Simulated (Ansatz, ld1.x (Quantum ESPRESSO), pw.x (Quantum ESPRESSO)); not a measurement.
**zirconium (Zr): one change to the TM potential, in the atom and in the fcc crystal**

```json
{
  "Element": "zirconium (Zr)",
  "Generator": "ld1.x (Quantum ESPRESSO) 7.5",
  "Type": "norm-conserving Troullier–Martins (Kleinman–Bylander form)",
  "Functional": "PBEsol",
  "Relativity": "scalar-relativistic",
  "Frozen core": "[Kr]",
  "Valence charge": "4",
  "Reference configuration": "4d2 5s1 5p0 (charge +1)",
  "Partial waves": "5s (bound): rc 2.30 bohr; 5p (bound, empty): rc 3.75 bohr; 4d (bound): rc 1.70 bohr; 4f channel at 0.3 Ry: rc 3.75 bohr",
  "Local potential": "all-electron potential smoothed inside 2.75 bohr (lloc = -2)",
  "Core correction": "a·sin(br)/r model core inside 1.40 bohr"
}
```

Change: all radii but the core radius scaled by about 1.05 (s 2.42, p 3.94, d 1.78, f 3.94 bohr); local potential all-electron potential smoothed inside 2.88 bohr (lloc = -2).

Cutoffs, loose and tight: the cutoffs (Ry, on a coarse ladder) from which the occupation-weighted sum of valence levels, in a spherical-Bessel basis at the reference potential, stays within 10 and 1 mRy of its value at 400 Ry. They do not see the model core or the augmentation charge, which bear on the density cutoff. Test errors are all-electron minus pseudo excitation energies from the reference, over the configurations 4d2 5s2 5p0; 4d2 5s0 5p0; 4d1 5s0 5p0; 4d2.5 5s1.5 5p0; 4d3 5s1 5p0; 4d3 5s0 5p0; 4d2 5s0 5p1; variants that change the core or the reference have their own tests.

Crystal test: fcc Zr in pw.x 7.5, no spin, 13³ k-points, Fermi–Dirac smearing 0.01 Ry, cutoffs set for each file from its atomic test. The reference is all-electron LAPW (Ansatz 0.2.0) with the same functional, mesh and smearing; V0 and B0 come from Birch–Murnaghan fits to the pressures at five volumes. Errors are pseudo minus all-electron; Δ is the rms difference of the E(V) curves that follow from these fits, minima aligned, over ±6 % about the mean V0. Mesh and smearing are coarse, so the numbers serve the comparison and aren't converged zero-temperature values; the lattice is a test structure that the element need not adopt.

All-electron: a0 = 4.471 Å (V0 = 22.34 Å³/atom), B0 = 94.3 GPa.

Task: Does the change bring the crystal closer to the all-electron result?

Result: The mean pressure error goes from -2.49 to -1.56 GPa, so the change moves the solid closer to the all-electron pressures.

| quantity | base | changed |
| --- | --- | --- |
| outcome (atom) | generated | generated |
| cutoff, loose (atom) | 30 Ry | 30 Ry |
| cutoff, tight (atom) | 40 Ry | 40 Ry |
| bound ghosts (atom) | none | none |
| largest test error (meV) (atom) | -324 | -313 |
| cutoffs in pw.x (Ry) | 50/200 | 50/200 |
| a0 (Å) | 4.432 | 4.446 |
| a0 error (%) | -0.86 | -0.54 |
| B0 error (%) | +5.7 | +5.1 |
| Δ (meV/atom) | 12.0 | 7.5 |
| mean pressure error (GPa) | -2.49 | -1.56 |

Base: The largest radius (3.75 bohr) exceeds half the bond length (2.98 bohr), so the spheres overlap, which is one possible source of error among others. This is a poor potential for the solid. The logarithmic derivative shows an extra or strongly shifted pseudo pole above the reference energy (s near 0.51 Ry). Changed file: The largest radius (3.94 bohr) exceeds half the bond length (2.98 bohr), so the spheres overlap, which is one possible source of error among others. This is a poor potential for the solid. The logarithmic derivative shows an extra or strongly shifted pseudo pole above the reference energy (s near 0.66 Ry). The atomic cutoffs weigh occupied waves only.
